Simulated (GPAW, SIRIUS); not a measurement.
Given: the input of a run of GPAW 26.7.0 (ASE script) on As. This isn't the form of As at room conditions, which is rhombohedral.

The input run.py:

```python
from ase import Atoms
from ase.dft.bandgap import bandgap
from ase.io import write
from ase.units import GPa
from gpaw import GPAW, PW

atoms = Atoms(['As', 'As'],
              cell=[[4.5664006912, 0.0, 0.0],
                    [-2.2832003456, 3.9546190024, 0.0],
                    [0.0, 0.0, 2.83374]],
              scaled_positions=[[0.33333, 0.66667, 0.0],
                                [0.6666633333, 0.3333366667, 0.0]],
              pbc=True)

calc = GPAW(mode=PW(600),
            xc='PBE',
            kpts={'size': (7, 7, 9), 'gamma': True},
            occupations={'name': 'fermi-dirac', 'width': 0.05},
            nbands=13,
            convergence={'density': 1e-05, 'energy': 1e-05},
            maxiter=150,
            txt='gpaw.txt')
atoms.calc = calc
energy = atoms.get_potential_energy()
forces = atoms.get_forces()
stress = atoms.get_stress()
calc.write('gs.gpw')
write('result.traj', atoms)
print(f'Energy: {energy:.6f} eV')
print('Forces (eV/A):')
print(forces.round(4))
print('Stress (GPa):', (stress / GPa).round(3))
print('Fermi level:', round(calc.get_fermi_level(), 4), 'eV')
print(f'Gap: {bandgap(calc)[0]:.4f} eV, direct: {bandgap(calc, direct=True)[0]:.4f} eV')
```

Potentials or basis: GPAW PAW data sets (gpaw-data 1.2.1), pw.

The run is started by

```bash
$ OMP_NUM_THREADS=1 python run.py
```

Task: Set up the same calculation for SIRIUS 7.10.0. Potentials or basis there: PseudoDojo 0.4.1 PBE standard (scalar relativistic), cutoff 1152 eV.

Result: As run (cutoffs and basis follow the program's own potentials, and thresholds, step limits or extra output files can differ):

File sirius.json:

```json
{
  "control": {
    "processing_unit": "cpu",
    "verbosity": 2,
    "num_bands_to_print": 23,
    "print_forces": true,
    "print_stress": true
  },
  "parameters": {
    "electronic_structure_method": "pseudopotential",
    "xc_functionals": ["XC_GGA_X_PBE", "XC_GGA_C_PBE"],
    "gk_cutoff": 9.2,
    "pw_cutoff": 18.4,
    "ngridk": [7, 7, 9],
    "shiftk": [0, 0, 0],
    "smearing": "fermi_dirac",
    "smearing_width": 0.0018374661,
    "num_bands": 23,
    "num_mag_dims": 0,
    "num_dft_iter": 100,
    "energy_tol": 1e-08,
    "density_tol": 1e-06
  },
  "iterative_solver": {
    "type": "davidson",
    "min_tolerance": 1e-09,
    "tolerance_scale": [0.1, 0.25]
  },
  "mixer": {
    "type": "anderson",
    "beta": 0.7,
    "max_history": 8
  },
  "settings": {
    "tol_ne": 1e-10,
    "pseudo_grid_cutoff": 6.5
  },
  "unit_cell": {
    "lattice_vectors": [
      [8.629245375491, 0.0, 0.0],
      [-4.314622687746, 7.473148726968, 0.0],
      [0.0, 0.0, 5.354992508397]
    ],
    "atom_coordinate_units": "lattice",
    "atom_types": ["As"],
    "atom_files": {
      "As": "As.json"
    },
    "atoms": {
      "As": [
        [0.33333, 0.66667, 0.0],
        [0.66667, 0.33333, 0.0]
      ]
    }
  }
}
```

Potentials or basis: PseudoDojo 0.4.1 PBE standard (scalar relativistic).

The run is started by

```console
$ upf_to_json As.upf
$ OMP_NUM_THREADS=1 sirius.scf --input=sirius.json --output=out.json --task=0
```

Both were run:

|  | GPAW | SIRIUS |
| --- | --- | --- |
| Pressure | -0.1 GPa | -0.1 GPa |

The potentials hold 10 and 30 valence electrons a cell.

Pressure is positive in compression.
